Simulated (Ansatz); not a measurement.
Input of an Ansatz 0.2.0 run:

The input input.yaml:

```yaml
crystal:
  lattice:
    - [0.0, 2.024805, 2.024805]
    - [2.024805, 0.0, 2.024805]
    - [2.024805, 2.024805, 0.0]
  atoms:
    - { symbol: Al, position: [0.0, 0.0, 0.0] }
kpoints:
  mp_grid: { grid: [11, 11, 11] }
  band_path:
    path:
      - [0.0, 0.0, 0.0]
      - [0.5, 0.0, 0.5]
      - [0.5, 0.25, 0.75]
      - [0.375, 0.375, 0.75]
      - [0.0, 0.0, 0.0]
      - [0.5, 0.5, 0.5]
      - [0.625, 0.25, 0.625]
      - [0.5, 0.25, 0.75]
    npoints: 10
scf:
  occupations: { method: fermi_dirac, width: 0.05 }
hamiltonian:
  xc: pbesol
  pseudopotentials: { kind: all_electron, lapw: { basis_error: 0.001 } }
output:
  forces: true
  stress: true
  eigenvalues: true
```

Potentials or basis: all-electron LAPW, scalar-relativistic.

The run is started by

```sh
$ ansatz run input.yaml --threads 1 --pin off --max-ram 3072MiB --backend cpu --events-out ev --progress --plain --runs-dir out
```

(1) What does it give for the pressure?

(2) Estimate the band gap along the path.

Results:

(1) -1.9 GPa.

(2) none (metal or under the smearing width).
